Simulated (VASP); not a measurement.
# TiO2 in VASP: single point with PBE

Aim: the single point of TiO2 with PBE.

Everything below comes from runs of VASP 6.6.1. Logs are shortened: lines on timing, memory, paths and dates and some standing lists are left out, and cuts for length are marked.

## (1) The slab as given

The cell holds a slab with vacuum, 30 atoms: a = 2.966 Å, b = 6.570 Å, c = 30.703 Å, α = 90.00°, β = 90.00°, γ = 90.00°.

## (2) Single point, PBE

File INCAR:

```
SYSTEM = TiO2
ALGO = Normal
DIPOL = 0.5 0.5 0.500
EDIFF = 1E-6
ENCUT = 520
GGA = PE
ICORELEVEL = 1
IDIPOL = 3
ISIF = 2
ISMEAR = 0
LASPH = .True.
LCHARG = .False.
LDIPOL = .True.
LREAL = Auto
LUSENCCL = .False.
LVACPOTAV = .True.
LVHAR = .True.
LWAVE = .False.
NBANDS = 141
NELM = 80
PREC = Accurate
SIGMA = 0.03
```

File KPOINTS:

```
k-points
0
Gamma
  9 4 1
  0 0 0
```

File POSCAR:

```
TiO2
1.0
    2.9663920000      0.0000000000      0.0000000000
    0.0000000000      6.5699355800      0.0000000000
    0.0000000000      0.0000000000     30.7026190700
O Ti
20 10
Direct
    0.0000000000      0.0000000000      0.2442788300
    0.5000000000      0.3049640000      0.2860138400
    0.5000000000      0.6950360000      0.2860138400
    0.0000000000      0.0000000000      0.3277488400
    0.0000000000      0.5000000000      0.3512719100
    0.5000000000      0.8049640000      0.3930069200
    0.5000000000      0.1950360000      0.3930069200
    0.0000000000      0.5000000000      0.4347419200
    0.0000000000      0.0000000000      0.4582650000
    0.5000000000      0.3049640000      0.5000000000
    0.5000000000      0.6950360000      0.5000000000
    0.0000000000      0.0000000000      0.5417350000
    0.0000000000      0.5000000000      0.5652580800
    0.5000000000      0.8049640000      0.6069930800
    0.5000000000      0.1950360000      0.6069930800
    0.0000000000      0.5000000000      0.6487280900
    0.0000000000      0.0000000000      0.6722511600
    0.5000000000      0.3049640000      0.7139861600
    0.5000000000      0.6950360000      0.7139861600
    0.0000000000      0.0000000000      0.7557211700
    0.0000000000      0.5000000000      0.2860138400
    0.5000000000      0.0000000000      0.2860138400
    0.0000000000      0.0000000000      0.3930069200
    0.5000000000      0.5000000000      0.3930069200
    0.0000000000      0.5000000000      0.5000000000
    0.5000000000      0.0000000000      0.5000000000
    0.0000000000      0.0000000000      0.6069930800
    0.5000000000      0.5000000000      0.6069930800
    0.0000000000      0.5000000000      0.7139861600
    0.5000000000      0.0000000000      0.7139861600
```

Potentials or basis: VASP PAW PBE potentials, release 64 (O, Ti_sv).

Run with:

```
> cat potpaw_PBE.64/O/POTCAR potpaw_PBE.64/Ti_sv/POTCAR > POTCAR
> mpirun -np 1 vasp_std > vasp.out
```

OUTCAR:

```text
SYSTEM = TiO2
   EDIFF = 1E-6
   ENCUT = 520
   GGA = PE
   ISIF = 2
   ISMEAR = 0
   LASPH = .True.
   LREAL = Auto
   NELM = 80
   PREC = Accurate

 ion  position               nearest neighbor table
   1  0.000  0.000  0.244-  22 1.96  22 1.96
   2  0.500  0.305  0.286-  21 1.96  21 1.96  22 2.00
   3  0.500  0.695  0.286-  21 1.96  21 1.96  22 2.00
   4  0.000  0.000  0.328-  22 1.96  22 1.96  23 2.00
   5  0.000  0.500  0.351-  24 1.96  24 1.96  21 2.00
   6  0.500  0.805  0.393-  23 1.96  23 1.96  24 2.00
   7  0.500  0.195  0.393-  23 1.96  23 1.96  24 2.00
[... 10 lines left out ...]
  18  0.500  0.305  0.714-  29 1.96  29 1.96  30 2.00
  19  0.500  0.695  0.714-  29 1.96  29 1.96  30 2.00
  20  0.000  0.000  0.756-  30 1.96  30 1.96
  21  0.000  0.500  0.286-   2 1.96   3 1.96   2 1.96   3 1.96   5 2.00
  22  0.500  0.000  0.286-   4 1.96   4 1.96   1 1.96   1 1.96   3 2.00   2 2.00
  23  0.000  0.000  0.393-   6 1.96   7 1.96   6 1.96   7 1.96   4 2.00   9 2.00
  24  0.500  0.500  0.393-   8 1.96   8 1.96   5 1.96   5 1.96   7 2.00   6 2.00
  25  0.000  0.500  0.500-  10 1.96  11 1.96  10 1.96  11 1.96   8 2.00  13 2.00
  26  0.500  0.000  0.500-   9 1.96  12 1.96   9 1.96  12 1.96  11 2.00  10 2.00
  27  0.000  0.000  0.607-  14 1.96  15 1.96  14 1.96  15 1.96  12 2.00  17 2.00
  28  0.500  0.500  0.607-  13 1.96  13 1.96  16 1.96  16 1.96  15 2.00  14 2.00
  29  0.000  0.500  0.714-  18 1.96  19 1.96  18 1.96  19 1.96  16 2.00
  30  0.500  0.000  0.714-  17 1.96  17 1.96  20 1.96  20 1.96  19 2.00  18 2.00

  LATTYP: Found a simple orthorhombic cell.
 ALAT       =     2.9663920000
 B/A-ratio  =     2.2147900817
 C/A-ratio  =    10.3501557009

  Lattice vectors:

 A1 = (   2.9663920000,   0.0000000000,   0.0000000000)
 A2 = (   0.0000000000,   6.5699355800,   0.0000000000)
 A3 = (   0.0000000000,   0.0000000000,  30.7026190700)

Analysis of symmetry for initial positions (statically):
=====================================================================
 Subroutine PRICEL returns:
 Original cell was already a primitive cell.

 Routine SETGRP: Setting up the symmetry group for a
 simple orthorhombic supercell.

 Subroutine GETGRP returns: Found  8 space group operations
 (whereof  8 operations were pure point group operations)
 out of a pool of  8 trial point group operations.

The static configuration has the point symmetry D_2h.

Analysis of symmetry for dynamics (positions and initial velocities):
=====================================================================
 Subroutine PRICEL returns:
 Original cell was already a primitive cell.

 Routine SETGRP: Setting up the symmetry group for a
 simple orthorhombic supercell.

 Subroutine GETGRP returns: Found  8 space group operations
 (whereof  8 operations were pure point group operations)
 out of a pool of  8 trial point group operations.

The dynamic configuration has the point symmetry D_2h.

 Subroutine INISYM returns: Found  8 space group operations
 (whereof  8 operations are pure point group operations),
 and found     1 'primitive' translations

----------------------------------------------------------------------------------------

                                     Primitive cell

  volume of cell :     598.3635

  direct lattice vectors                    reciprocal lattice vectors
     2.966392000  0.000000000  0.000000000     0.337109863  0.000000000  0.000000000
     0.000000000  6.569935580  0.000000000     0.000000000  0.152208494  0.000000000
     0.000000000  0.000000000 30.702619070     0.000000000  0.000000000  0.032570511

  length of vectors
     2.966392000  6.569935580 30.702619070     0.337109863  0.152208494  0.032570511

  position of ions in fractional coordinates (direct lattice)
     0.000000000  0.000000000  0.244278830
     0.500000000  0.304964000  0.286013840
     0.500000000  0.695036000  0.286013840
     0.000000000  0.000000000  0.327748840
     0.000000000  0.500000000  0.351271910
     0.500000000  0.804964000  0.393006920
[... 22 lines left out ...]
     0.000000000  0.500000000  0.713986160
     0.500000000  0.000000000  0.713986160

  ion indices of the primitive-cell ions
   primitive index   ion index
                 1           1
                 2           2
                 3           3
                 4           4
                 5           5
                 6           6
[... 22 lines left out ...]
                29          29
                30          30

[... 35 lines left out ...]
  0.222222  0.250000  0.000000      4.000000
  0.333333  0.250000  0.000000      4.000000
  0.444444  0.250000  0.000000      4.000000
  0.000000  0.500000  0.000000      1.000000
  0.111111  0.500000  0.000000      2.000000
  0.222222  0.500000  0.000000      2.000000
  0.333333  0.500000  0.000000      2.000000
  0.444444  0.500000  0.000000      2.000000
   k-points           NKPTS =     15   k-points in BZ     NKDIM =     15   number of bands    NBANDS=    141
   number of dos      NEDOS =    301   number of ions     NIONS =     30
   total plane-waves  NPLWV = 288000
   dimension x,y,z NGX =    24 NGY =   50 NGZ =  240
   dimension x,y,z NGXF=    48 NGYF=  100 NGZF=  480
   ions per type =              20  10
   NGX,Y,Z   is equivalent  to a cutoff of  13.45, 12.65, 13.00 a.u.
   NGXF,Y,Z  is equivalent  to a cutoff of  26.90, 25.30, 25.99 a.u.
 SYSTEM =  TiO2
   PREC   = accura    normal or accurate (medium, high low for compatibility)
   ISTART =      0    job   : 0-new  1-cont  2-samecut
   ICHARG =      2    charge: 1-file 2-atom 10-const
   ISPIN  =      1    spin polarized calculation?
   LNONCOLLINEAR =      F non collinear calculations
   LSORBIT =      F    spin-orbit coupling
   LASPH  =      T    aspherical Exc in radial PAW
   ENCUT  =  520.0 eV  38.22 Ry    6.18 a.u.   5.52 12.22 57.09*2*pi/ulx,y,z
   NELM   =     80;   NELMIN=  2; NELMDL= -5     # of ELM steps
   EDIFF  = 0.1E-05   stopping-criterion for ELM
   LREAL  =      T    real-space projection
   EDIFFG = 0.1E-04   stopping-criterion for IOM
   NSW    =      0    number of steps for IOM
   IBRION =     -1    ionic relax: 0-MD 1-quasi-New 2-CG
   NFREE  =      0    steps in history (QN), initial steepest desc. (CG)
   ISIF   =      2    stress and relaxation
   ISYM   =      2    0-nonsym 1-usesym 2-fastsym
   POTIM  = 0.5000    time-step for ionic-motion
   TEBEG  =    0.0;   TEEND  =   0.0 temperature during run
   PSTRESS=    0.0 pullay stress
   NELECT =     240.0000    total number of electrons
   NUPDOWN=      -1.0000    fix difference up-down
   EMIN   =  10.00;   EMAX   =-10.00  energy-range for DOS
   EFERMI =   0.00;   METHOD = LEGACY
   ISMEAR =     0;   SIGMA  =   0.03  broadening in eV -4-tet -1-fermi 0-gaus
   EFERMI_NEDOS =   21; number of points for ismear=-14 and -15
   IALGO  =     38    algorithm
   IMIX   =      4    mixing-type and parameters
     AMIX     =   0.40;   BMIX     =  1.00
     AMIX_MAG =   1.60;   BMIX_MAG =  1.00
  volume/ion in A,a.u.               =      19.95       134.60
  Fermi-wavevector in a.u.,A,eV,Ry     =   1.207323  2.281510 19.832251  1.457629
  Thomas-Fermi vector in A             =   2.342964
   LORBIT       =      0    0 simple, 1 ext, 2 COOP (PROOUT), +10 PAW based schemes
   GGA     = PE    functional components
   LHFCALC =     F    Hartree Fock is set to
   AEXX    =    0.0000 exact exchange contribution
   IVDW    =     0    specifies the selected vdW correction
   LEPSILON=     F    determine dielectric tensor
   LRPA    =     F    only Hartree local field effects (RPA)
 non-spin polarized calculation
 Gauss-broadening in eV      SIGMA  =   0.03
  energy-cutoff  :      520.00
  volume of cell :      598.36
 maximum number of plane-waves:     16185
 NGX is ok and might be reduce to    24
   NGX = 11   NGY = 25   NGZ =115

 dipolmoment           0.000000      0.000000      0.000000 electrons x Angstroem

 number of electron     239.9999907 magnetization

 dipolmoment           0.000000      0.000000     -0.000000 electrons x Angstroem

 Free energy of the ion-electron system (eV)
  ---------------------------------------------------
  ext. energy  EPLUGINS =         0.00000000
  ---------------------------------------------------
  free energy    TOTEN  =      -265.11465765 eV

  energy without entropy =     -265.11465765  energy(sigma->0) =     -265.11465765

 the core state eigenenergies are
   1-  1s   -503.9444
   2-  1s   -505.7821
   3-  1s   -505.7821
   4-  1s   -504.7226
   5-  1s   -505.8036
   6-  1s   -505.2817
[... 12 lines left out ...]
  19-  1s   -505.7821
  20-  1s   -503.9444
  21-  1s  -4864.6112  2s   -533.5728  2p   -440.8336
  22-  1s  -4862.7492  2s   -531.8300  2p   -439.0785
  23-  1s  -4863.6980  2s   -532.8128  2p   -440.0588
  24-  1s  -4864.0479  2s   -533.1616  2p   -440.4078
  25-  1s  -4863.9393  2s   -533.0517  2p   -440.2980
  26-  1s  -4863.8106  2s   -532.9235  2p   -440.1697
  27-  1s  -4863.6980  2s   -532.8128  2p   -440.0588
  28-  1s  -4864.0479  2s   -533.1616  2p   -440.4078
  29-  1s  -4864.6112  2s   -533.5728  2p   -440.8336
  30-  1s  -4862.7492  2s   -531.8300  2p   -439.0785

 E-fermi :  -0.4380     XC(G=0):  -6.4668

 val. band max:       -0.7017664878   @ k =   0.2222   0.5000   0.0000
 cond. band min:       0.5366199605   @ k =   0.0000   0.0000   0.0000
 fundamental gap:      1.2383864483
 Fermi energy:        -0.4379692424

 k-point     1 :       0.0000    0.0000    0.0000
  band No.  band energies     occupation
      1     -58.5111      2.00000
      2     -58.5111      2.00000
      3     -58.0738      2.00000
      4     -58.0737      2.00000
      5     -57.9655      2.00000
      6     -57.8427      2.00000
[... 2014 lines left out ...]
    131       1.6097      0.00000
    132       1.8298      0.00000
 [bands above 132 left out]

------------------------ aborting loop because EDIFF is reached ----------------------------------------

  FORCE on cell =-STRESS in cart. coord.  units (eV):
  Direction    XX          YY          ZZ          XY          YZ          ZX
  --------------------------------------------------------------------------------------
  -------------------------------------------------------------------------------------
  Total       -6.5806542      2.2916250     -7.2508521      0.0000000      0.0000000      0.0000000
  in kB      -17.6203517      6.1360525    -19.4148728      0.0000000      0.0000000      0.0000000
  external PRESSURE =     -10.2997240 kB  Pullay stress =       0.0000000 kB

 VOLUME and BASIS-vectors are now :
 -----------------------------------------------------------------------------
  energy-cutoff  :      520.00
  volume of cell :      598.36
      direct lattice vectors                 reciprocal lattice vectors
     2.966392000  0.000000000  0.000000000     0.337109863  0.000000000  0.000000000
     0.000000000  6.569935580  0.000000000     0.000000000  0.152208494  0.000000000
     0.000000000  0.000000000 30.702619070     0.000000000  0.000000000  0.032570511

 POSITION                                       TOTAL-FORCE (eV/Angst)
 -----------------------------------------------------------------------------------
      0.00000      0.00000      7.50000        -0.000000     -0.000000      2.028109
      1.48320      2.00359      8.78137        -0.000000      1.735144     -0.819715
      1.48320      4.56634      8.78137        -0.000000     -1.735144     -0.819715
      0.00000      0.00000     10.06275         0.000000     -0.000000      1.669561
      0.00000      3.28497     10.78497        -0.000000     -0.000000     -1.325974
      1.48320      5.28856     12.06634        -0.000000     -0.365590      0.057329
[... 22 lines left out ...]
      0.00000      3.28497     21.92125        -0.000000     -0.000000     -2.868760
      1.48320      0.00000     21.92125        -0.000000     -0.000000      3.443916
 -----------------------------------------------------------------------------------
    total drift:                                0.000000      0.000000     -0.000000

  FREE ENERGIE OF THE ION-ELECTRON SYSTEM (eV)
  ---------------------------------------------------
  free  energy   TOTEN  =      -265.1146576532 eV

  energy  without entropy=     -265.1146576532  energy(sigma->0) =     -265.11465765

 vacuum level on the upper side and lower side of the slab         6.398         6.398
```

It took 15 min on 1 × NVIDIA H100 80GB with 1 thread of AMD EPYC 7R13 (Zen 3), shared host; peak memory 2 GiB.

What came out:

```yaml
Free_energy: -265.1147 eV
Largest_force: 3.444 eV/Å
Band_gap_on_the_k_mesh: 1.24 eV, indirect (least direct gap 1.27 eV)
Ionisation_potential_of_the_upper_face: 7.10 eV
```

Forces in eV/Å, atoms in the order of the input:
```
O    0.000  0.000  2.028
O    0.000  1.735 -0.820
O    0.000 -1.735 -0.820
O    0.000  0.000  1.670
O    0.000  0.000 -1.326
O    0.000 -0.366  0.057
O    0.000  0.366  0.057
O    0.000  0.000 -0.309
O    0.000  0.000  0.154
O    0.000  0.127  0.000
O    0.000 -0.127  0.000
O    0.000  0.000 -0.154
O    0.000  0.000  0.309
O    0.000 -0.366 -0.057
O    0.000  0.366 -0.057
O    0.000  0.000  1.326
O    0.000  0.000 -1.670
O    0.000  1.735  0.820
O    0.000 -1.735  0.820
O    0.000  0.000 -2.028
Ti   0.000  0.000  2.869
Ti   0.000  0.000 -3.444
Ti   0.000  0.000 -0.823
Ti   0.000  0.000  0.602
Ti   0.000  0.000  0.000
Ti   0.000  0.000  0.000
Ti   0.000  0.000  0.823
Ti   0.000  0.000 -0.602
Ti   0.000  0.000 -2.869
Ti   0.000  0.000  3.444
```

Core levels (eV, on the scale of the bands):
```
atom     levels
 1 O  1s -503.9
 2 O  1s -505.8
 3 O  1s -505.8
 4 O  1s -504.7
 5 O  1s -505.8
 6 O  1s -505.3
```
